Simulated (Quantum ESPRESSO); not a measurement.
# ZnSe (Stilleite) (F-43m) in Quantum ESPRESSO: notebook

Runs on ZnSe (Stilleite). Level: revPBE+D2. Tasks: single point, equation of state.

All numbers are computed with Quantum ESPRESSO 7.5; they aren't measurements. Logs are shortened: lines on timing, memory, paths and dates and some standing lists are left out, and cuts for length are marked.

**1. Starting point**

It takes space group F-43m (No. 216, cubic). Conventional cell: a = 5.668 Å, b = 5.668 Å, c = 5.668 Å, α = 90.00°, β = 90.00°, γ = 90.00°. Se (site symmetry -43m) has 4 Zn at 2.45 Å as nearest neighbours. Around Zn (site symmetry -43m) lie 4 Se at 2.45 Å.

**2. Single point, revPBE+D2, 21.39 Å³/atom**

pw.in reads:

```
&CONTROL
  calculation = 'scf'
  prefix = 'pwscf'
  outdir = './tmp'
  pseudo_dir = './pseudo'
  tprnfor = .true.
  tstress = .true.
  disk_io = 'nowf'
/
&SYSTEM
  ibrav = 0
  nat = 2
  ntyp = 2
  ecutwfc = 86
  nbnd = 26
  input_dft = 'revpbe'
  occupations = 'smearing'
  smearing = 'fd'
  degauss = 0.00367493
  vdw_corr = 'grimme-d2'
  london_s6 = 1.25
/
&ELECTRONS
  conv_thr = 4d-10
  electron_maxstep = 120
  mixing_beta = 0.5
/
ATOMIC_SPECIES
Se    78.9710 Se.upf
Zn    65.3800 Zn.upf
CELL_PARAMETERS angstrom
   0.0000000000    2.7759511149    2.7759511149
   2.7759511149    0.0000000000    2.7759511149
   2.7759511149    2.7759511149    0.0000000000
ATOMIC_POSITIONS crystal
Se     0.7500000000    0.7500000000    0.7500000000
Zn     0.0000000000    0.0000000000    0.0000000000
K_POINTS automatic
8 8 8 0 0 0
```

Potentials or basis: Ansatz NC SR PBE.

Run with:

```
> OMP_NUM_THREADS=1 pw.x -in pw.in > pw.out
```

pw.out:

```text
[... set-up lines left out ...]
     Self-consistent Calculation

     iteration #  1     ecut=    86.00 Ry     beta= 0.50
     Davidson diagonalization with overlap
     ethr =  1.00E-02,  avg # of iterations =  6.1

     Threshold (ethr) on eigenvalues was too large:
     Diagonalizing with lowered threshold

     Davidson diagonalization with overlap
     ethr =  1.75E-04,  avg # of iterations =  3.4

     total energy              =    -660.81452295 Ry
     estimated scf accuracy    <       0.06292798 Ry

     iteration #  2     ecut=    86.00 Ry     beta= 0.50
     Davidson diagonalization with overlap
     ethr =  1.75E-04,  avg # of iterations =  2.2

     total energy              =    -660.82861245 Ry
     estimated scf accuracy    <       0.00670707 Ry

     iteration #  3     ecut=    86.00 Ry     beta= 0.50
     Davidson diagonalization with overlap
     ethr =  1.86E-05,  avg # of iterations =  3.7

     total energy              =    -660.82956565 Ry
     estimated scf accuracy    <       0.00098285 Ry

     iteration #  4     ecut=    86.00 Ry     beta= 0.50
     Davidson diagonalization with overlap
     ethr =  2.73E-06,  avg # of iterations =  2.7

     total energy              =    -660.82963976 Ry
     estimated scf accuracy    <       0.00004755 Ry

     iteration #  5     ecut=    86.00 Ry     beta= 0.50
     Davidson diagonalization with overlap
     ethr =  1.32E-07,  avg # of iterations =  2.0

     total energy              =    -660.82964605 Ry
     estimated scf accuracy    <       0.00000281 Ry

     iteration #  6     ecut=    86.00 Ry     beta= 0.50
     Davidson diagonalization with overlap
     ethr =  7.81E-09,  avg # of iterations =  2.1

     total energy              =    -660.82964677 Ry
     estimated scf accuracy    <       0.00000013 Ry

     iteration #  7     ecut=    86.00 Ry     beta= 0.50
     Davidson diagonalization with overlap
     ethr =  3.50E-10,  avg # of iterations =  2.8

     total energy              =    -660.82964683 Ry
     estimated scf accuracy    <       0.00000002 Ry

     iteration #  8     ecut=    86.00 Ry     beta= 0.50
     Davidson diagonalization with overlap
     ethr =  6.42E-11,  avg # of iterations =  2.0

     total energy              =    -660.82964684 Ry
     estimated scf accuracy    <          1.8E-09 Ry

     iteration #  9     ecut=    86.00 Ry     beta= 0.50
     Davidson diagonalization with overlap
     ethr =  5.02E-12,  avg # of iterations =  2.1

     total energy              =    -660.82964684 Ry
     estimated scf accuracy    <          5.0E-10 Ry

     iteration # 10     ecut=    86.00 Ry     beta= 0.50
     Davidson diagonalization with overlap
     ethr =  1.39E-12,  avg # of iterations =  2.0

     End of self-consistent calculation

          k = 0.0000 0.0000 0.0000 (  3839 PWs)   bands (ev):

  -115.8550 -70.0438 -70.0438 -70.0438 -37.7006 -37.7006 -37.7006 -37.6942
   -37.6942  -4.1676   2.6971   2.6971   2.6971   3.1241   3.1241   9.4725
     9.4725   9.4725  11.1522  15.3004  15.3004  15.3004  19.8236  21.0597
    21.0597  22.7433

          k = 0.0884 0.0884-0.0884 (  3858 PWs)   bands (ev):

  -115.8550 -70.0438 -70.0438 -70.0438 -37.7006 -37.7005 -37.7005 -37.6942
   -37.6942  -4.0548   2.7010   2.7152   2.7152   3.1224   3.1224   8.1437
     9.3034   9.3034  12.0903  15.3094  15.5756  15.5756  20.2414  20.2414
    20.6734  22.1790

          k = 0.1768 0.1768-0.1768 (  3879 PWs)   bands (ev):

  -115.8550 -70.0438 -70.0438 -70.0438 -37.7006 -37.7005 -37.7005 -37.6942
   -37.6942  -3.7599   2.7512   2.7550   2.7550   3.1241   3.1241   6.2999
     8.9450   8.9450  12.4834  15.9714  15.9714  16.3089  20.0108  20.0108
    20.4334  23.9687

          k = 0.2652 0.2652-0.2652 (  3870 PWs)   bands (ev):

  -115.8550 -70.0439 -70.0438 -70.0438 -37.7005 -37.7004 -37.7004 -37.6942
   -37.6942  -3.4248   2.7867   2.7867   2.9573   3.1367   3.1367   4.7386
     8.6348   8.6348  12.3191  15.9618  15.9618  17.8388  20.2154  21.2167
    21.2167  25.6608

          k =-0.3536-0.3536 0.3536 (  3852 PWs)   bands (ev):

  -115.8550 -70.0439 -70.0438 -70.0438 -37.7005 -37.7003 -37.7003 -37.6942
   -37.6942  -3.2707   2.7968   2.7968   3.1459   3.1459   3.3073   3.8765
     8.5163   8.5163  12.2259  15.8795  15.8795  18.3190  20.8991  22.8740
    22.8740  24.3328

          k = 0.1768 0.0000 0.0000 (  3863 PWs)   bands (ev):

  -115.8550 -70.0438 -70.0438 -70.0438 -37.7006 -37.7005 -37.7005 -37.6942
   -37.6942  -4.0171   2.6832   2.7310   2.7310   3.1106   3.1324   8.1778
     8.9995   8.9995  12.5562  14.5516  16.0290  16.0290  18.9827  21.1654
    21.2849  23.3193

          k = 0.2652 0.0884-0.0884 (  3888 PWs)   bands (ev):

  -115.8550 -70.0438 -70.0438 -70.0438 -37.7006 -37.7004 -37.7004 -37.6942
   -37.6941  -3.7819   2.6959   2.7732   2.7752   3.1042   3.1397   6.7911
     8.5809   8.6474  13.2230  14.5465  16.4882  16.6492  18.7082  21.1437
    21.9220  23.5920

          k = 0.3536 0.1768-0.1768 (  3877 PWs)   bands (ev):

  -115.8550 -70.0439 -70.0438 -70.0438 -37.7006 -37.7004 -37.7003 -37.6942
   -37.6941  -3.4549   2.7645   2.8107   2.8771   3.1261   3.1484   5.2536
     8.1782   8.2938  13.1451  15.3046  16.7298  16.8309  20.0536  21.5085
    21.9776  25.3492

          k =-0.2652-0.4419 0.4419 (  3890 PWs)   bands (ev):

  -115.8550 -70.0439 -70.0438 -70.0438 -37.7005 -37.7004 -37.7003 -37.6942
   -37.6941  -3.2311   2.7959   2.8237   3.0869   3.1481   3.2770   4.1436
     7.7951   8.2609  13.0334  15.3802  16.4652  18.2304  20.7076  22.3048
    22.8877  23.9990

          k =-0.1768-0.3536 0.3536 (  3884 PWs)   bands (ev):

  -115.8550 -70.0439 -70.0438 -70.0438 -37.7005 -37.7004 -37.7003 -37.6942
   -37.6942  -3.2829   2.7998   2.8131   3.0599   3.1289   3.1901   4.4368
     7.6630   8.4926  13.0867  15.5589  16.2863  18.0375  20.7719  21.0668
    22.8786  23.9202

          k =-0.0884-0.2652 0.2652 (  3873 PWs)   bands (ev):

  -115.8550 -70.0439 -70.0438 -70.0438 -37.7005 -37.7004 -37.7004 -37.6942
   -37.6942  -3.5671   2.7798   2.7799   2.8140   3.1102   3.1473   5.7343
     7.8658   8.8909  13.2271  15.7858  16.1396  16.5379  19.2902  21.1267
    22.1510  24.5324

          k = 0.0000-0.1768 0.1768 (  3865 PWs)   bands (ev):

  -115.8550 -70.0438 -70.0438 -70.0438 -37.7006 -37.7005 -37.7005 -37.6942
   -37.6942  -3.8805   2.7111   2.7373   2.7531   3.1108   3.1326   7.1862
     8.4887   9.2487  12.8973  15.1412  15.7394  16.3201  19.2182  20.3073
    21.8314  23.0564

          k = 0.3536 0.0000 0.0000 (  3895 PWs)   bands (ev):

  -115.8550 -70.0438 -70.0438 -70.0438 -37.7007 -37.7003 -37.7003 -37.6943
   -37.6941  -3.6226   2.6662   2.8236   2.8236   3.0934   3.1523   6.5369
     8.0925   8.0925  13.4240  13.7514  17.7084  17.7084  17.9048  21.9443
    23.8353  25.0264

          k = 0.4419 0.0884-0.0884 (  3898 PWs)   bands (ev):

  -115.8550 -70.0439 -70.0438 -70.0438 -37.7007 -37.7003 -37.7003 -37.6943
   -37.6941  -3.3544   2.7060   2.8727   2.8870   3.1273   3.1609   5.5637
     7.5106   7.7585  13.2962  14.1046  17.2372  18.2408  19.9446  22.6412
    23.9648  25.6207

          k =-0.1768-0.5303 0.5303 (  3897 PWs)   bands (ev):

  -115.8550 -70.0439 -70.0438 -70.0438 -37.7006 -37.7003 -37.7002 -37.6942
   -37.6941  -3.1287   2.7776   2.8916   2.9973   3.1559   3.2788   4.6228
     6.8212   7.7215  13.3027  15.2855  17.2060  17.9770  20.9623  23.0399
    24.0824  24.2534

          k =-0.0884-0.4419 0.4419 (  3894 PWs)   bands (ev):

  -115.8550 -70.0439 -70.0438 -70.0438 -37.7005 -37.7004 -37.7003 -37.6942
   -37.6941  -3.1028   2.8021   2.8759   3.0822   3.1311   3.3350   4.4374
     6.4342   7.9965  13.5395  15.8594  17.5165  17.9331  19.9352  20.8294
    23.9355  25.8411

          k = 0.0000-0.3536 0.3536 (  3891 PWs)   bands (ev):

  -115.8550 -70.0439 -70.0438 -70.0438 -37.7005 -37.7004 -37.7003 -37.6942
   -37.6942  -3.2950   2.8063   2.8313   2.9626   3.1099   3.1771   5.1383
     6.7042   8.4694  13.8458  16.0169  16.5186  16.9022  19.4105  21.8741
    24.0720  24.4177

          k = 0.5303-0.0000 0.0000 (  3912 PWs)   bands (ev):

  -115.8550 -70.0439 -70.0438 -70.0438 -37.7008 -37.7002 -37.7002 -37.6943
   -37.6940  -3.1720   2.6810   2.9359   2.9359   3.1666   3.1723   5.1641
     7.3509   7.3509  12.6585  13.3238  19.4494  19.7563  19.7563  22.9269
    25.7280  26.0751

          k =-0.0884-0.6187 0.6187 (  3899 PWs)   bands (ev):

  -115.8550 -70.0439 -70.0438 -70.0438 -37.7008 -37.7002 -37.7001 -37.6943
   -37.6940  -3.0148   2.7247   2.9617   2.9805   3.1704   3.3068   4.6558
     6.7605   7.2511  12.7718  13.6881  19.1826  19.9371  21.1397  23.3751
    24.2831  24.9015

          k = 0.0000-0.5303 0.5303 (  3887 PWs)   bands (ev):

  -115.8550 -70.0439 -70.0438 -70.0438 -37.7006 -37.7002 -37.7002 -37.6943
   -37.6940  -2.9871   2.7787   2.9382   3.0367   3.1488   3.4324   4.4886
     6.0996   7.5004  13.0792  15.2784  18.8090  18.9916  19.4704  21.6778
    25.4570  26.8552

          k =-0.7071 0.0000 0.0000 (  3892 PWs)   bands (ev):

  -115.8550 -70.0439 -70.0438 -70.0438 -37.7008 -37.7001 -37.7001 -37.6943
   -37.6940  -2.9638   2.6942   2.9900   2.9900   3.1805   3.3293   4.4852
     7.0692   7.0692  12.3930  12.9992  20.7937  21.2363  21.2363  23.5926
    24.2298  24.2298

          k = 0.3536 0.1768 0.0000 (  3889 PWs)   bands (ev):

  -115.8550 -70.0438 -70.0438 -70.0438 -37.7006 -37.7004 -37.7003 -37.6942
   -37.6941  -3.5279   2.7289   2.8125   2.8384   3.1065   3.1530   5.9616
     7.5686   8.4564  13.9551  14.4136  16.2476  17.4520  19.1036  21.9992
    23.3924  23.9915

          k =-0.2652-0.4419 0.6187 (  3879 PWs)   bands (ev):

  -115.8550 -70.0439 -70.0438 -70.0438 -37.7006 -37.7004 -37.7003 -37.6942
   -37.6941  -3.2468   2.7979   2.8398   2.9760   3.1373   3.1915   4.9043
     7.0027   8.0592  13.9963  15.1001  16.3112  17.9233  20.1302  22.4404
    23.5135  24.1825

          k =-0.1768-0.3536 0.5303 (  3892 PWs)   bands (ev):

  -115.8550 -70.0439 -70.0438 -70.0438 -37.7005 -37.7004 -37.7002 -37.6942
   -37.6941  -3.1206   2.8095   2.8571   3.0824   3.1314   3.3645   4.2622
     6.8700   7.8590  13.9595  15.0324  17.0954  18.4127  19.8117  22.5020
    23.4089  23.9600

          k =-0.1768-0.5303 0.7071 (  3924 PWs)   bands (ev):

  -115.8550 -70.0439 -70.0438 -70.0438 -37.7007 -37.7003 -37.7002 -37.6943
   -37.6940  -3.1367   2.7513   2.9000   2.9660   3.1588   3.2230   4.9844
     6.8898   7.3714  13.6325  14.0944  17.1376  19.7604  20.1945  23.4016
    24.0829  25.5076

          k =-0.0884-0.4419 0.6187 (  3888 PWs)   bands (ev):

  -115.8550 -70.0439 -70.0438 -70.0438 -37.7006 -37.7003 -37.7002 -37.6942
   -37.6941  -3.0084   2.8002   2.9167   3.0437   3.1337   3.4057   4.5342
     6.3313   7.2066  13.9310  15.2971  16.9149  18.7998  20.3178  23.0612
    24.0422  25.6037

          k = 0.0000-0.3536 0.5303 (  3884 PWs)   bands (ev):

  -115.8550 -70.0439 -70.0438 -70.0438 -37.7005 -37.7004 -37.7002 -37.6942
   -37.6941  -3.0573   2.8165   2.8853   3.0728   3.1174   3.3463   4.6278
     6.2131   7.5418  14.2912  15.6848  16.3752  18.8253  19.6362  21.5384
    25.4247  25.8538

          k =-0.7071 0.1768-0.0000 (  3896 PWs)   bands (ev):

  -115.8550 -70.0439 -70.0438 -70.0438 -37.7007 -37.7002 -37.7001 -37.6943
   -37.6940  -2.9609   2.7559   2.9610   3.0086   3.1584   3.4043   4.5011
     6.7569   6.7857  13.3355  13.8999  19.0056  19.1217  21.6099  23.6246
    24.1150  24.3608

          k =-0.7071 0.3536 0.0000 (  3884 PWs)   bands (ev):

  -115.8550 -70.0439 -70.0439 -70.0438 -37.7005 -37.7004 -37.7001 -37.6942
   -37.6941  -2.9580   2.8167   2.9389   3.0768   3.0910   3.4769   4.5216
     6.4684   6.5323  15.0133  15.3792  16.6440  17.2465  21.7585  23.6656
    23.9626  24.5803

     the Fermi energy is    10.3387 ev

!    total energy              =    -660.82964684 Ry
     estimated scf accuracy    <          3.0E-11 Ry
     smearing contrib. (-TS)   =      -0.00000000 Ry
     internal energy E=F+TS    =    -660.82964684 Ry

     The total energy is F=E-TS. E is the sum of the following terms:
     one-electron contribution =    -476.94323839 Ry
     hartree contribution      =     245.43508335 Ry
     xc contribution           =     -93.66435418 Ry
     ewald contribution        =    -335.59390722 Ry
     Dispersion Correction     =      -0.06323040 Ry

     convergence has been achieved in  10 iterations

     Forces acting on atoms (cartesian axes, Ry/au):

     atom    1 type  1   force =    -0.00000000   -0.00000000   -0.00000000
     atom    2 type  2   force =     0.00000000    0.00000000    0.00000000

     Total force =     0.000000     Total SCF correction =     0.000000

     Computing stress (Cartesian axis) and pressure

          total   stress  (Ry/bohr**3)                   (kbar)     P=       35.38
   0.00024051  -0.00000000   0.00000000           35.38       -0.00        0.00
  -0.00000000   0.00024051   0.00000000           -0.00       35.38        0.00
   0.00000000   0.00000000   0.00024051            0.00        0.00       35.38

=------------------------------------------------------------------------------=
   JOB DONE.
=------------------------------------------------------------------------------=
```

Run time: 47 s. Hardware: 1 thread of Arm Neoverse V2, shared host; peak memory 0.12 GiB.

Results:

```
Free energy            : -8991.0454 eV
Pressure               : 3.5 GPa
Band gap on the k mesh : 1.68 eV, direct
```

Caveat: the potentials were made for another functional, which shifts forces and pressure.

**3. Single point, revPBE+D2, 21.85 Å³/atom**

pw.in: that of step 2 with these lines changed.

```diff
@@ -31,5 +31,5 @@
 CELL_PARAMETERS angstrom
-   0.0000000000    2.7759511149    2.7759511149
-   2.7759511149    0.0000000000    2.7759511149
-   2.7759511149    2.7759511149    0.0000000000
+   0.0000000000    2.7955007105    2.7955007105
+   2.7955007105    0.0000000000    2.7955007105
+   2.7955007105    2.7955007105    0.0000000000
 ATOMIC_POSITIONS crystal
```

Potentials or basis: Ansatz NC SR PBE.

Run with:

```
> OMP_NUM_THREADS=1 pw.x -in pw.in > pw.out
```

Run time: 47 s. Hardware: 1 thread of Arm Neoverse V2, shared host; peak memory 0.13 GiB.

It converged, with:

- Free energy: -8991.0610 eV
- Pressure: 2.0 GPa
- Band gap on the k mesh: 1.59 eV, direct

Caveat: the potentials were made for another functional, which shifts forces and pressure.

**4. Single point, revPBE+D2, 22.30 Å³/atom**

pw.in: that of step 3 with these lines changed.

```diff
@@ -31,5 +31,5 @@
 CELL_PARAMETERS angstrom
-   0.0000000000    2.7955007105    2.7955007105
-   2.7955007105    0.0000000000    2.7955007105
-   2.7955007105    2.7955007105    0.0000000000
+   0.0000000000    2.8147806350    2.8147806350
+   2.8147806350    0.0000000000    2.8147806350
+   2.8147806350    2.8147806350    0.0000000000
 ATOMIC_POSITIONS crystal
```

Run with:

```
> OMP_NUM_THREADS=1 pw.x -in pw.in > pw.out
```

Run time: 48 s. Hardware: 1 thread of Arm Neoverse V2, shared host; peak memory 0.13 GiB.

The run converged. Its results:

```
Free energy            : -8991.0682 eV
Pressure               : 0.6 GPa
Band gap on the k mesh : 1.51 eV, direct
```

Caveat: the potentials were made for another functional, which shifts forces and pressure.

**5. Single point, revPBE+D2, 22.76 Å³/atom**

pw.in: that of step 4 with these lines changed.

```diff
@@ -31,5 +31,5 @@
 CELL_PARAMETERS angstrom
-   0.0000000000    2.8147806350    2.8147806350
-   2.8147806350    0.0000000000    2.8147806350
-   2.8147806350    2.8147806350    0.0000000000
+   0.0000000000    2.8338000000    2.8338000000
+   2.8338000000    0.0000000000    2.8338000000
+   2.8338000000    2.8338000000    0.0000000000
 ATOMIC_POSITIONS crystal
```

Run with:

```
> OMP_NUM_THREADS=1 pw.x -in pw.in > pw.out
```

Run time: 48 s. Hardware: 1 thread of Arm Neoverse V2, shared host; peak memory 0.13 GiB.

The run converged. Its results:

| Item | Value |
| --- | --- |
| Free energy | -8991.0680 eV |
| Pressure | -0.6 GPa |
| Band gap on the k mesh | 1.43 eV, direct |

Caveat: the potentials were made for another functional, which shifts forces and pressure.

**6. Single point, revPBE+D2, 23.21 Å³/atom**

pw.in: that of step 5 with these lines changed.

```diff
@@ -31,5 +31,5 @@
 CELL_PARAMETERS angstrom
-   0.0000000000    2.8338000000    2.8338000000
-   2.8338000000    0.0000000000    2.8338000000
-   2.8338000000    2.8338000000    0.0000000000
+   0.0000000000    2.8525674344    2.8525674344
+   2.8525674344    0.0000000000    2.8525674344
+   2.8525674344    2.8525674344    0.0000000000
 ATOMIC_POSITIONS crystal
```

Potentials or basis: Ansatz NC SR PBE.

Run with:

```
> OMP_NUM_THREADS=1 pw.x -in pw.in > pw.out
```

It took 49 s on 1 thread of Arm Neoverse V2, shared host; peak memory 0.13 GiB.

The run converged. Its results:

```yaml
Free_energy: -8991.0612 eV
Pressure: -1.7 GPa
Band_gap_on_the_k_mesh: 1.35 eV, direct
```

Caveat: the potentials were made for another functional, which shifts forces and pressure.

**7. Single point, revPBE+D2, 23.67 Å³/atom**

pw.in: that of step 6 with these lines changed.

```diff
@@ -31,5 +31,5 @@
 CELL_PARAMETERS angstrom
-   0.0000000000    2.8525674344    2.8525674344
-   2.8525674344    0.0000000000    2.8525674344
-   2.8525674344    2.8525674344    0.0000000000
+   0.0000000000    2.8710911185    2.8710911185
+   2.8710911185    0.0000000000    2.8710911185
+   2.8710911185    2.8710911185    0.0000000000
 ATOMIC_POSITIONS crystal
```

Run with:

```
> OMP_NUM_THREADS=1 pw.x -in pw.in > pw.out
```

Wall time 49 s (1 thread of Arm Neoverse V2, shared host); peak memory 0.14 GiB.

The run converged. Its results:

```
Free energy            : -8991.0485 eV
Pressure               : -2.7 GPa
Band gap on the k mesh : 1.28 eV, direct
```

Caveat: the potentials were made for another functional, which shifts forces and pressure.

**8. Single point, revPBE+D2, 24.12 Å³/atom**

pw.in: that of step 7 with these lines changed.

```diff
@@ -31,5 +31,5 @@
 CELL_PARAMETERS angstrom
-   0.0000000000    2.8710911185    2.8710911185
-   2.8710911185    0.0000000000    2.8710911185
-   2.8710911185    2.8710911185    0.0000000000
+   0.0000000000    2.8893788162    2.8893788162
+   2.8893788162    0.0000000000    2.8893788162
+   2.8893788162    2.8893788162    0.0000000000
 ATOMIC_POSITIONS crystal
```

Run with:

```
> OMP_NUM_THREADS=1 pw.x -in pw.in > pw.out
```

It took 49 s on 1 thread of Arm Neoverse V2, shared host; peak memory 0.14 GiB.

It converged, with:

```
Free energy            : -8991.0307 eV
Pressure               : -3.6 GPa
Band gap on the k mesh : 1.20 eV, direct
```

Caveat: the potentials were made for another functional, which shifts forces and pressure.

**9. Equation of state, revPBE+D2**

Potentials or basis: Ansatz NC SR PBE.

This step only gathers the single runs of the series.

What came out:

| Item | Value |
| --- | --- |
| Equilibrium volume | 22.51 Å³/atom |
| Bulk modulus | 61 GPa |
| Pressure derivative of the bulk modulus | 5.0 |

Energy against volume, from the lowest point:
| volume (Å³/atom) | energy (meV/atom) |
| --- | --- |
| 21.391 | 11.40 |
| 21.846 | 3.60 |
| 22.301 | 0.00 |
| 22.757 | 0.11 |
| 23.212 | 3.51 |
| 23.667 | 9.83 |
| 24.122 | 18.74 |

Caveat: the potentials were made for another functional, which shifts forces and pressure.
